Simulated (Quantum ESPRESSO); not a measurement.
# S (R-3) in Quantum ESPRESSO: tuning k pools

Aim: find the choice of k pools that runs S fastest, at PBE. This setting moves, with any that are tied to it; all else stays.

Everything below comes from runs of Quantum ESPRESSO 7.5. Logs are shortened: lines on timing, memory, paths and dates and some standing lists are left out, and cuts for length are marked.

### 1 Starting point

The structure is trigonal, space group R-3 (No. 148). Conventional cell: a = 10.818 Å, b = 10.818 Å, c = 4.280 Å, α = 90.00°, β = 90.00°, γ = 120.00°. S (site symmetry 1) has 2 S at 2.06 Å as nearest neighbours.

This isn't the form of S at room conditions, which is orthorhombic, of S8 rings.

### 2 With k pools 1

pw.in reads:

```
&CONTROL
  calculation = 'scf'
  prefix = 'pwscf'
  outdir = './tmp'
  pseudo_dir = './pseudo'
  tprnfor = .true.
  tstress = .true.
  disk_io = 'nowf'
/
&SYSTEM
  ibrav = 0
  nat = 6
  ntyp = 1
  ecutwfc = 90
  nbnd = 52
  occupations = 'smearing'
  smearing = 'fd'
  degauss = 0.00999582
  noncolin = .true.
  lspinorb = .true.
/
&ELECTRONS
  conv_thr = 1.2d-09
  electron_maxstep = 80
  mixing_beta = 0.5
/
ATOMIC_SPECIES
S     32.0600 S.upf
CELL_PARAMETERS angstrom
   5.4090000000    3.1228876060    1.4266666667
  -5.4090000000    3.1228876060    1.4266666667
   0.0000000000   -6.2457752121    1.4266666667
ATOMIC_POSITIONS crystal
S      0.8517000000    0.0827000000    0.7491000000
S      0.0827000000    0.7491000000    0.8517000000
S      0.7491000000    0.8517000000    0.0827000000
S      0.1483000000    0.9173000000    0.2509000000
S      0.9173000000    0.2509000000    0.1483000000
S      0.2509000000    0.1483000000    0.9173000000
K_POINTS automatic
5 5 5 0 0 0
```

Potentials or basis: PseudoDojo 0.4 FR PBE stringent.

Started as:

```sh
$ OMP_NUM_THREADS=1 mpirun -n 16 pw.x -nk 1 -in pw.in > pw.out
```

pw.out:

```text
This program is part of the open-source Quantum ESPRESSO suite
     for quantum simulation of materials; please cite
[... 6 lines left out ...]
     using ibrav=0 with symmetry is DISCOURAGED, use correct ibrav instead

     Subspace diagonalization in iterative solution of the eigenvalue problem:
     a serial algorithm will be used

     --------------------
     sticks:   dense  smooth     PW     G-vecs:    dense   smooth      PW
     Min         237     237     71                 7041     7041    1166
     Max         238     238     72                 7044     7044    1168
     Sum        3807    3807   1141               112691   112691   18669

     Using Slab Decomposition

     bravais-lattice index     =            0
     lattice parameter (alat)  =      12.1068  a.u.
     unit-cell volume          =     975.7616 (a.u.)^3
     number of atoms/cell      =            6
     number of atomic types    =            1
     number of electrons       =        36.00
     number of Kohn-Sham states=           52
     kinetic-energy cutoff     =      90.0000  Ry
     charge density cutoff     =     360.0000  Ry
     scf convergence threshold =      1.2E-09
     mixing beta               =       0.5000
     number of iterations used =            8  plain     mixing
     Exchange-correlation= PBE
                           (   1   4   3   4   0   0   0)
     Non magnetic calculation with spin-orbit

     celldm(1)=  12.106802  celldm(2)=   0.000000  celldm(3)=   0.000000
     celldm(4)=   0.000000  celldm(5)=   0.000000  celldm(6)=   0.000000

     crystal axes: (cart. coord. in units of alat)
               a(1) = (   0.844280   0.487445   0.222685 )
               a(2) = (  -0.844280   0.487445   0.222685 )
               a(3) = (   0.000000  -0.974890   0.222685 )

     reciprocal axes: (cart. coord. in units 2 pi/alat)
               b(1) = (  0.592221  0.341919  1.496879 )
               b(2) = ( -0.592221  0.341919  1.496879 )
               b(3) = (  0.000000 -0.683838  1.496879 )

     PseudoPot. # 1 for S  read from file:
     S.upf
     Pseudo is Norm-conserving + core correction, Zval =  6.0
     Generated using ONCVPSP code by D. R. Hamann
     Using radial grid of 1146 points, 10 beta functions with:
                l(1) =   0
                l(2) =   0
                l(3) =   1
                l(4) =   1
                l(5) =   1
                l(6) =   1
                l(7) =   2
                l(8) =   2
                l(9) =   2
               l(10) =   2

     atomic species   valence    mass     pseudopotential
     S                 6.00    32.06000     S ( 1.00)

      6 Sym. Ops., with inversion, found
[... 170 lines left out ...]
    -1.1941  -1.1941  -1.0231  -1.0231  -0.3457  -0.3457   0.3068   0.3068
     0.5587   0.5587   2.2959   2.2959   2.6652   2.6652   2.7625   2.7625
     2.9393   2.9393   3.0950   3.0950   5.9633   5.9633   6.2976   6.2976
     6.9041   6.9041   7.3136   7.3136   7.5930   7.5930   7.9085   7.9085
    10.0778  10.0778  10.6584  10.6585
[... 93 lines left out ...]
   -12.9756 -12.9756 -11.3002 -11.3002 -11.2460 -11.2460  -7.8901  -7.8901
    -7.7224  -7.7224  -5.1721  -5.1721  -2.5768  -2.5768  -1.9156  -1.9156
    -1.5821  -1.5821  -1.2126  -1.2126  -0.2080  -0.2080   0.0791   0.0791
     0.3488   0.3488   1.9498   1.9498   2.4839   2.4839   2.7052   2.7052
     2.8026   2.8026   3.5933   3.5933   6.0170   6.0170   6.2912   6.2912
     7.1228   7.1228   7.3257   7.3257   7.9834   7.9834   7.9976   7.9976
    10.5388  10.5388  11.0591  11.0592

          k = 0.3553 0.2052-0.8981 ( 14081 PWs)   bands (ev):

   -12.9446 -12.9446 -11.3530 -11.3530 -11.2556 -11.2556  -7.8878  -7.8878
    -7.7358  -7.7358  -5.0534  -5.0534  -2.6127  -2.6127  -1.7333  -1.7333
    -1.5908  -1.5908  -1.2595  -1.2595  -0.2129  -0.2129  -0.0617  -0.0617
     0.4016   0.4016   1.9695   1.9695   2.2556   2.2556   2.6282   2.6282
     2.7651   2.7651   3.6371   3.6371   5.8996   5.8996   6.2637   6.2637
     6.8994   6.8994   7.5449   7.5449   7.9874   7.9874   8.3026   8.3026
    10.7418  10.7418  10.9609  10.9609
[... 13 lines left out ...]
   -12.9251 -12.9251 -11.3320 -11.3320 -11.3106 -11.3106  -7.8591  -7.8591
    -7.8162  -7.8162  -4.8842  -4.8842  -2.6330  -2.6330  -1.7219  -1.7219
    -1.6591  -1.6591  -1.2017  -1.2017  -0.1550  -0.1550   0.0458   0.0458
     0.1889   0.1889   1.9854   1.9854   2.1335   2.1335   2.6182   2.6182
     2.7148   2.7148   3.6425   3.6425   5.8968   5.8968   6.0394   6.0394
     6.6915   6.6915   7.7347   7.7347   8.2767   8.2767   8.3895   8.3895
    11.1306  11.1306  11.3841  11.3846

          k =-0.1184 0.2052-0.8981 ( 14052 PWs)   bands (ev):

   -12.9753 -12.9753 -11.3288 -11.3288 -11.2282 -11.2282  -7.8643  -7.8643
    -7.6622  -7.6622  -5.3210  -5.3210  -2.5671  -2.5671  -1.9359  -1.9359
    -1.3680  -1.3680  -1.1755  -1.1755  -0.4575  -0.4575   0.0930   0.0930
     0.2655   0.2655   2.1401   2.1401   2.5431   2.5431   2.6267   2.6267
     2.8756   2.8756   3.5706   3.5706   6.1066   6.1066   6.5905   6.5905
     6.9038   6.9038   7.3262   7.3262   7.6783   7.6783   7.9123   7.9123
    10.2788  10.2789  11.1778  11.1779

          k =-0.1184-0.3419 0.2994 ( 14067 PWs)   bands (ev):

   -13.0407 -13.0407 -11.3659 -11.3659 -11.2451 -11.2451  -7.9452  -7.9452
    -7.6822  -7.6822  -5.0609  -5.0609  -2.5962  -2.5962  -1.9031  -1.9031
    -1.1829  -1.1829  -1.0088  -1.0088  -0.0696  -0.0696   0.1812   0.1812
     0.4484   0.4484   2.2302   2.2302   2.6406   2.6406   2.8052   2.8052
     2.8403   2.8403   3.1272   3.1272   6.0388   6.0388   6.5126   6.5126
     7.1319   7.1319   7.2501   7.2501   7.5531   7.5531   7.6413   7.6413
    10.0776  10.0776  10.6577  10.6577

          k =-0.1184-0.4787-0.2994 ( 14070 PWs)   bands (ev):

   -12.9913 -12.9913 -11.4262 -11.4262 -11.2867 -11.2867  -7.9179  -7.9179
    -7.7211  -7.7211  -4.8548  -4.8548  -2.6543  -2.6543  -1.4849  -1.4849
    -1.3163  -1.3163  -1.1311  -1.1311  -0.2981  -0.2981   0.1396   0.1396
     0.5477   0.5477   2.1593   2.1593   2.3460   2.3460   2.6442   2.6442
     2.9415   2.9415   3.1283   3.1283   5.8686   5.8686   6.4055   6.4055
     7.0674   7.0674   7.2053   7.2053   7.8486   7.8486   8.0239   8.0239
    10.3235  10.3236  10.8387  10.8387

          k =-0.1184-0.3419-0.5988 ( 14061 PWs)   bands (ev):

   -12.9755 -12.9755 -11.3116 -11.3116 -11.2345 -11.2345  -7.8356  -7.8356
    -7.7828  -7.7828  -5.1619  -5.1619  -2.5724  -2.5724  -1.9283  -1.9283
    -1.4965  -1.4965  -1.2576  -1.2576  -0.4150  -0.4150   0.1107   0.1107
     0.4667   0.4667   2.0605   2.0605   2.4569   2.4569   2.6009   2.6009
     2.8850   2.8850   3.6086   3.6086   6.0315   6.0315   6.1502   6.1502
     7.1046   7.1046   7.2140   7.2140   7.9594   7.9594   8.1756   8.1756
    10.4874  10.4874  11.2074  11.2074

     the Fermi energy is     4.7151 ev

!    total energy              =    -132.38938491 Ry
     estimated scf accuracy    <          8.4E-11 Ry
     smearing contrib. (-TS)   =      -0.00004197 Ry
     internal energy E=F+TS    =    -132.38934294 Ry

     The total energy is F=E-TS. E is the sum of the following terms:
     one-electron contribution =     -19.06151084 Ry
     hartree contribution      =      24.02687754 Ry
     xc contribution           =     -37.93311623 Ry
     ewald contribution        =     -99.42159341 Ry

     convergence has been achieved in   9 iterations

     Forces acting on atoms (cartesian axes, Ry/au):

     atom    1 type  1   force =    -0.00993433    0.01155863   -0.00613675
     atom    2 type  1   force =     0.01497724    0.00282407   -0.00613675
     atom    3 type  1   force =    -0.00504290   -0.01438270   -0.00613675
     atom    4 type  1   force =     0.00993433   -0.01155863    0.00613675
     atom    5 type  1   force =    -0.01497724   -0.00282407    0.00613675
     atom    6 type  1   force =     0.00504290    0.01438270    0.00613675

     Total force =     0.040246     Total SCF correction =     0.000010

     Computing stress (Cartesian axis) and pressure

          total   stress  (Ry/bohr**3)                   (kbar)     P=       28.99
   0.00022814  -0.00000000   0.00000000           33.56       -0.00        0.00
   0.00000000   0.00022814   0.00000000            0.00       33.56        0.00
   0.00000000   0.00000000   0.00013484            0.00        0.00       19.84

=------------------------------------------------------------------------------=
   JOB DONE.
=------------------------------------------------------------------------------=
```

Wall time 2.7 min (16 MPI ranks of Arm Neoverse N1, host not shared); peak memory 1.8 GiB.

What came out:

| Item | Value |
| --- | --- |
| Free energy | -1801.2493 eV |
| Pressure | 2.9 GPa |
| Largest force | 0.422 eV/Å |
| Band gap on the k mesh | 2.19 eV, indirect (least direct gap 2.25 eV) |

### 3 With k pools 2

pw.in is that of step 2.

Potentials or basis: PseudoDojo 0.4 FR PBE stringent.

Started as:

```sh
$ OMP_NUM_THREADS=1 mpirun -n 16 pw.x -nk 2 -in pw.in > pw.out
```

Wall time 2.7 min (16 MPI ranks of Arm Neoverse N1, host not shared); peak memory 2.1 GiB.

Results (log left out):

| Item | Value |
| --- | --- |
| Free energy | -1801.2493 eV |
| Pressure | 2.9 GPa |
| Largest force | 0.422 eV/Å |
| Band gap on the k mesh | 2.19 eV, indirect (least direct gap 2.25 eV) |

### 4 With k pools 4

pw.in is that of step 3.

Started as:

```sh
$ OMP_NUM_THREADS=1 mpirun -n 16 pw.x -nk 4 -in pw.in > pw.out
```

Run time: 2.6 min. Hardware: 16 MPI ranks of Arm Neoverse N1, host not shared; peak memory 2.9 GiB.

The run converged. Its results:

| Item | Value |
| --- | --- |
| Free energy | -1801.2493 eV |
| Pressure | 2.9 GPa |
| Largest force | 0.422 eV/Å |
| Band gap on the k mesh | 2.19 eV, indirect (least direct gap 2.25 eV) |

### 5 With k pools 8

pw.in is that of step 4.

Started as:

```sh
$ OMP_NUM_THREADS=1 mpirun -n 16 pw.x -nk 8 -in pw.in > pw.out
```

It took 2.6 min on 16 MPI ranks of Arm Neoverse N1, host not shared; peak memory 4.5 GiB.

The run converged. Its results:

```yaml
Free_energy: -1801.2493 eV
Pressure: 2.9 GPa
Largest_force: 0.422 eV/Å
Band_gap_on_the_k_mesh: 2.19 eV, indirect (least direct gap 2.25 eV)
```

### 6 With k pools 16

pw.in is that of step 5.

Potentials or basis: PseudoDojo 0.4 FR PBE stringent.

Started as:

```sh
$ OMP_NUM_THREADS=1 mpirun -n 16 pw.x -nk 16 -in pw.in > pw.out
```

Run time: 3.6 min. Hardware: 16 MPI ranks of Arm Neoverse N1, host not shared; peak memory 8 GiB.

The run converged. Its results:

```yaml
Free_energy: -1801.2493 eV
Pressure: 2.9 GPa
Largest_force: 0.422 eV/Å
Band_gap_on_the_k_mesh: 2.19 eV, indirect (least direct gap 2.25 eV)
```

### 7 The series at a glance

```tsv
k pools	energy less the last converged row (meV/atom)	SCF cycles	wall time (s)
1	0.00	9	160
2	0.00	9	160
4	0.00	9	150
8	0.00	9	160
16	0.00	9	210
```

Fastest here: 4 (150 s), level within noise with 1, 2, 8; slowest of those that converged: 16 (210 s). These are single runs, one after another on one machine, so differences under about a fifth mean little.

Caveats: an odd mesh through Γ misses points on the zone boundary, where band edges often lie.
